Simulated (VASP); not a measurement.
## Sb: equation of state with PBEsol

The system is Sb.

```xyz
1
Lattice="3.1600 0.0000 0.0000 0.0000 3.1600 0.0000 0.0000 0.0000 3.1600" Properties=species:S:1:pos:R:3 pbc="T T T"
Sb    0.0000    0.0000    0.0000
```

This isn't the form of Sb at room conditions, which is rhombohedral.

```yaml
Program: VASP 6.6.1
Task: equation of state
Functional: PBEsol
Potentials_or_basis: VASP PAW PBE potentials, release 64 (Sb)
Cutoff: 520 eV
k_mesh: 8 × 8 × 8
Occupations: fermi-dirac, width 0.05 eV
Spin: no spin polarisation
Ladder: free
Further_INCAR_settings: ALGO = Normal; EDIFF = 1e-07; NBANDS = 8
```

```
Equilibrium volume : 28.95 Å³/atom (rough: see the caveat)
Bulk modulus       : 66 GPa (rough)
```

Energy against volume, from the lowest point:
```tsv
volume (Å³/atom)	energy (meV/atom)
29.661	0.00
30.292	8.34
30.923	21.00
31.554	37.48
32.186	57.31
32.817	80.09
33.448	105.45
```

All runs of the series together: 32 s on 1 thread of Intel(R) Xeon(R) Platinum 8259CL CPU @ 2.50GHz (Skylake/Cascade Lake) (shared host).

Caveat: the minimum lies outside the volumes run; the PAW data sets were made with another functional, which shifts forces and pressure a little. Spin-orbit coupling is left out, which matters for the levels of Sb.
